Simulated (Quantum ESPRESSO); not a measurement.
# HfN (P1) in Quantum ESPRESSO: reference runs

How does HfN come out in PBE? The cell is run as given.

All numbers are computed with Quantum ESPRESSO 7.5; they aren't measurements. Logs are shortened: lines on timing, memory, paths and dates and some standing lists are left out, and cuts for length are marked.

### Step 1. The crystal as given

The typed cell holds 4 atoms: a = 3.630 Å, b = 2.945 Å, c = 4.545 Å, α = 106.23°, β = 96.76°, γ = 81.73°.

### Step 2. Single point, PBE

Contents of pw.in:

```
&CONTROL
  calculation = 'scf'
  prefix = 'pwscf'
  outdir = './tmp'
  pseudo_dir = './pseudo'
  tprnfor = .true.
  tstress = .true.
  disk_io = 'low'
/
&SYSTEM
  ibrav = 0
  nat = 4
  ntyp = 2
  ecutwfc = 60
  ecutrho = 480
  nbnd = 25
  occupations = 'smearing'
  smearing = 'fd'
  degauss = 0.00367493
/
&ELECTRONS
  conv_thr = 8d-10
  electron_maxstep = 120
  mixing_beta = 0.5
/
ATOMIC_SPECIES
Hf   178.4900 Hf-sp.oncvpsp.upf
N     14.0070 N.pbe-n-radius_5.UPF
CELL_PARAMETERS angstrom
  -0.1878706100   -2.4008338900   -2.7167848400
  -0.4279123300    1.8962268300   -2.2121777800
   4.4964365600   -0.2400417200    0.6157829500
ATOMIC_POSITIONS crystal
Hf     0.4958797100    0.5002090500    0.5072298200
Hf     0.0002829200    0.9974712500    0.9901275900
N      0.5002245600    0.5069259700    0.0032767200
N      0.0036128200    0.9953937300    0.4993658600
K_POINTS automatic
8 9 6 0 0 0
```

Contents of pp_density.in:

```
&INPUTPP
  prefix = 'pwscf'
  outdir = './tmp'
  filplot = 'density.dat'
  plot_num = 0
/
&PLOT
  nfile = 1
  filepp(1) = 'density.dat'
  iflag = 3
  output_format = 6
  fileout = 'density.cube'
/
```

Contents of pp_potential.in:

```
&INPUTPP
  prefix = 'pwscf'
  outdir = './tmp'
  filplot = 'potential.dat'
  plot_num = 11
/
&PLOT
  nfile = 1
  filepp(1) = 'potential.dat'
  iflag = 3
  output_format = 6
  fileout = 'potential.cube'
/
```

Potentials or basis: SSSP 1.3 efficiency PBE.

On the command line:

```bash
$ OMP_NUM_THREADS=1 pw.x -in pw.in > pw.out
$ OMP_NUM_THREADS=1 pp.x -in pp_density.in > pp_density.out
$ OMP_NUM_THREADS=1 pp.x -in pp_potential.in > pp_potential.out
```

pw.out:

```text
This program is part of the open-source Quantum ESPRESSO suite
     for quantum simulation of materials; please cite
[... 6 lines left out ...]
     --------------------
     sticks:   dense  smooth     PW     G-vecs:    dense   smooth      PW
     Sum        1441     721    221                55119    19489    3301

     Using Slab Decomposition

     bravais-lattice index     =            0
     lattice parameter (alat)  =       6.8606  a.u.
     unit-cell volume          =     310.5154 (a.u.)^3
     number of atoms/cell      =            4
     number of atomic types    =            2
     number of electrons       =        34.00
     number of Kohn-Sham states=           25
     kinetic-energy cutoff     =      60.0000  Ry
     charge density cutoff     =     480.0000  Ry
     scf convergence threshold =      8.0E-10
     mixing beta               =       0.5000
     number of iterations used =            8  plain     mixing
     Exchange-correlation= PBE
                           (   1   4   3   4   0   0   0)

     celldm(1)=   6.860570  celldm(2)=   0.000000  celldm(3)=   0.000000
     celldm(4)=   0.000000  celldm(5)=   0.000000  celldm(6)=   0.000000

     crystal axes: (cart. coord. in units of alat)
               a(1) = (  -0.051748  -0.661303  -0.748331 )
               a(2) = (  -0.117867   0.522311  -0.609339 )
               a(3) = (   1.238532  -0.066119   0.169616 )

     reciprocal axes: (cart. coord. in units 2 pi/alat)
               b(1) = (  0.050231 -0.764018 -0.664614 )
               b(2) = (  0.168098  0.954698 -0.855295 )
               b(3) = (  0.825504  0.058933 -0.109165 )

     PseudoPot. # 1 for Hf read from file:
     Hf-sp.oncvpsp.upf
     Pseudo is Norm-conserving + core correction, Zval = 12.0
     Generated using ONCVPSP code by D. R. Hamann
     Using radial grid of 1656 points,  8 beta functions with:
                l(1) =   0
                l(2) =   0
                l(3) =   1
                l(4) =   1
                l(5) =   2
                l(6) =   2
                l(7) =   3
                l(8) =   3

     PseudoPot. # 2 for N  read from file:
     N.pbe-n-radius_5.UPF
     Pseudo is Ultrasoft + core correction, Zval =  5.0
     Generated using "atomic" code by A. Dal Corso  v.5.1
     Using radial grid of 1085 points,  4 beta functions with:
                l(1) =   0
                l(2) =   0
                l(3) =   1
                l(4) =   1
     Q(r) pseudized with 0 coefficients

     atomic species   valence    mass     pseudopotential
     Hf               12.00   178.49000     Hf( 1.00)
     N                 5.00    14.00700     N ( 1.00)

     No symmetry found

   Cartesian axes

     site n.     atom                  positions (alat units)
         1        Hf     tau(   1) = (   0.5436009  -0.1001999  -0.5898448  )
         2        Hf     tau(   2) = (   1.1087206   0.4553368  -0.4400682  )
         3        N      tau(   3) = (  -0.0815776  -0.0662440  -0.6826675  )
         4        N      tau(   4) = (   0.5009691   0.4844982  -0.5245351  )

     number of k points=   218  Fermi-Dirac smearing, width (Ry)=  0.0037

     Number of k-points >= 100: set verbosity='high' to print them.

     Dense  grid:    55119 G-vectors     FFT dimensions: (  48,  40,  60)

     Smooth grid:    19489 G-vectors     FFT dimensions: (  36,  27,  45)

     Initial potential from superposition of free atoms

     starting charge      33.9963, renormalised to      34.0000
     Starting wfcs are   28 randomized atomic wfcs

     Self-consistent Calculation

     iteration #  1     ecut=    60.00 Ry     beta= 0.50
     Davidson diagonalization with overlap
     ethr =  1.00E-02,  avg # of iterations =  2.2

     total energy              =    -265.89804392 Ry
     estimated scf accuracy    <       1.13093406 Ry

     iteration #  2     ecut=    60.00 Ry     beta= 0.50
     Davidson diagonalization with overlap
     ethr =  3.33E-03,  avg # of iterations =  3.3

     total energy              =    -266.22749843 Ry
     estimated scf accuracy    <       0.69269402 Ry

     iteration #  3     ecut=    60.00 Ry     beta= 0.50
     Davidson diagonalization with overlap
     ethr =  2.04E-03,  avg # of iterations =  1.8

     total energy              =    -266.34612586 Ry
     estimated scf accuracy    <       0.00911952 Ry

     iteration #  4     ecut=    60.00 Ry     beta= 0.50
     Davidson diagonalization with overlap
     ethr =  2.68E-05,  avg # of iterations =  6.8

     total energy              =    -266.35100046 Ry
     estimated scf accuracy    <       0.00364843 Ry

     iteration #  5     ecut=    60.00 Ry     beta= 0.50
     Davidson diagonalization with overlap
     ethr =  1.07E-05,  avg # of iterations =  2.9

     total energy              =    -266.35163801 Ry
     estimated scf accuracy    <       0.00007045 Ry

     iteration #  6     ecut=    60.00 Ry     beta= 0.50
     Davidson diagonalization with overlap
     ethr =  2.07E-07,  avg # of iterations =  5.1

     total energy              =    -266.35166854 Ry
     estimated scf accuracy    <       0.00001171 Ry

     iteration #  7     ecut=    60.00 Ry     beta= 0.50
     Davidson diagonalization with overlap
     ethr =  3.44E-08,  avg # of iterations =  2.3

     total energy              =    -266.35166925 Ry
     estimated scf accuracy    <       0.00000226 Ry

     iteration #  8     ecut=    60.00 Ry     beta= 0.50
     Davidson diagonalization with overlap
     ethr =  6.63E-09,  avg # of iterations =  3.3

     total energy              =    -266.35166978 Ry
     estimated scf accuracy    <       0.00000006 Ry

     iteration #  9     ecut=    60.00 Ry     beta= 0.50
     Davidson diagonalization with overlap
     ethr =  1.82E-10,  avg # of iterations =  4.4

     total energy              =    -266.35166981 Ry
     estimated scf accuracy    <       0.00000009 Ry

     iteration # 10     ecut=    60.00 Ry     beta= 0.50
     Davidson diagonalization with overlap
     ethr =  1.82E-10,  avg # of iterations =  2.0

     total energy              =    -266.35166981 Ry
     estimated scf accuracy    <          9.2E-09 Ry

     iteration # 11     ecut=    60.00 Ry     beta= 0.50
     Davidson diagonalization with overlap
     ethr =  2.70E-11,  avg # of iterations =  3.8

     End of self-consistent calculation

     Number of k-points >= 100: set verbosity='high' to print the bands.

     the Fermi energy is    18.3342 ev

!    total energy              =    -266.35166982 Ry
     estimated scf accuracy    <          3.4E-10 Ry
     smearing contrib. (-TS)   =      -0.00096113 Ry
     internal energy E=F+TS    =    -266.35070868 Ry

     The total energy is F=E-TS. E is the sum of the following terms:
     one-electron contribution =     -12.84398178 Ry
     hartree contribution      =      27.16305262 Ry
     xc contribution           =     -68.37696281 Ry
     ewald contribution        =    -212.29281671 Ry

     convergence has been achieved in  11 iterations

     Forces acting on atoms (cartesian axes, Ry/au):

     atom    1 type  1   force =    -0.03136543   -0.02448614    0.00595761
     atom    2 type  1   force =     0.03823944    0.01725298   -0.00712242
     atom    3 type  2   force =    -0.00281866   -0.00450656    0.00022662
     atom    4 type  2   force =    -0.00405535    0.01173972    0.00093819

     Total force =     0.060108     Total SCF correction =     0.000013

     Computing stress (Cartesian axis) and pressure

          total   stress  (Ry/bohr**3)                   (kbar)     P=      129.23
   0.00059265   0.00077506  -0.00137738           87.18      114.02     -202.62
   0.00077506   0.00194842  -0.00116705          114.02      286.62     -171.68
  -0.00137738  -0.00116705   0.00009431         -202.62     -171.68       13.87

=------------------------------------------------------------------------------=
   JOB DONE.
=------------------------------------------------------------------------------=
```

Wall time 4 min (1 thread of Intel Xeon Platinum 8175M at 2.50GHz (Skylake/Cascade Lake), shared host); peak memory 0.33 GiB.

What came out:

```
Free energy            : -3623.8991 eV
Pressure               : 12.9 GPa
Largest force          : 1.094 eV/Å
Band gap on the k mesh : none (metal or under the smearing width)
```

Forces in eV/Å, atoms in the order of the input:
```
Hf  -0.806 -0.630  0.153
Hf   0.983  0.444 -0.183
N   -0.072 -0.116  0.006
N   -0.104  0.302  0.024
```

Caveat: forces of over 1 eV/Å show positions far from the minimum, so gaps and moduli don't describe the material at rest. The run has no spin-orbit coupling, so splittings on Hf are missing.
